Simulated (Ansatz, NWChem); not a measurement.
# Computed against measured: dipole moment

10 molecules with halogens; the dipole moment in D, computed less measured. Shapes, held fixed at every level: PBE0-D4/def2-TZVP. No vibrational averaging. Dipoles are compared by magnitude; molecules under 1 D, whose direction can flip, are left out. Programs: Ansatz 0.2.0, NWChem 7.3.0. Measured values: NIST CCCBDB.

Levels: A = PBE-D4/def2-TZVPP; B = PBE0/def2-SVP; C = wB97M-V/def2-TZVPP.

| molecule | measured | A | B | C |
| --- | --- | --- | --- | --- |
| BrF (bromine fluoride) | 1.42 | -0.18 | +0.11 | +0.02 |
| HOF (SMILES OF) | 2.23 | -0.35 | -0.21 | -0.27 |
| CH2Cl2 (dichloromethane) | 1.60 | -0.04 | +0.09 | +0.03 |
| CH2F2 (SMILES FCF) | 1.97 | -0.25 | -0.11 | -0.11 |
| CH3Br (bromomethane) | 1.81 | +0.02 | +0.02 | +0.08 |
| CH3Cl (SMILES CCl) | 1.87 | -0.05 | +0.01 | +0.01 |
| CHF3 (trifluoromethane) | 1.65 | -0.22 | -0.11 | -0.09 |
| C2H2F2 (vinylidene fluoride) | 1.38 | -0.39 | -0.31 | -0.24 |
| C2H3F3 (1,1,1-trifluoroethane) | 2.32 | -0.18 | -0.11 | -0.04 |
| C3H5Cl (SMILES C/C=C/Cl) | 1.97 | -0.16 | -0.16 | -0.09 |

Question: Sum up the errors.

Answer: 
```csv
level,kind,mean error,mean absolute error,worst case
PBE-D4/def2-TZVPP,GGA,-0.180,0.184,C2H2F2
PBE0/def2-SVP,global hybrid,-0.078,0.124,C2H2F2
wB97M-V/def2-TZVPP,range-separated hybrid,-0.070,0.098,HOF
```

On this set wB97M-V/def2-TZVPP has the smallest mean absolute error and PBE-D4/def2-TZVPP the largest. PBE-D4/def2-TZVPP is too low in 9 of 10; PBE0/def2-SVP is too low in 6 of 10; wB97M-V/def2-TZVPP is too low in 6 of 10. The levels differ in basis as well as in method. The tabulated value of HOF is in doubt (older tables, estimates, or at odds with other calculations) and kept here. Over the 9 molecules whose values aren't doubted the mean absolute errors are A 0.166; B 0.114; C 0.079. Relativity is left out for Br. The set is small.

In the same basis, wB97M-V gives a larger dipole than PBE for every molecule, and the increase is greatest for BrF and the compounds with C–F bonds. These bonds join fluorine to a clearly less electronegative atom, so their moments depend strongly on how much charge is transferred; the semilocal functional probably spreads that charge too evenly, which exact exchange partly corrects. HOF, also a fluoride, shifts much less, as expected for a bond between two strongly electronegative atoms.

The C–F compounds nevertheless stay too low at all three levels, most of all vinylidene fluoride, still at -0.24 with wB97M-V. There, donation from the fluorine lone pairs into the π system opposes the σ polarisation, so the net moment is sensitive to a balance between the two. A deficit shared by such different functionals suggests a common contribution, possibly from the geometries or the lack of diffuse functions. The close agreement of PBE0/def2-SVP for chloromethane and bromomethane may owe something to cancellation between functional and basis errors, which these data can't separate.
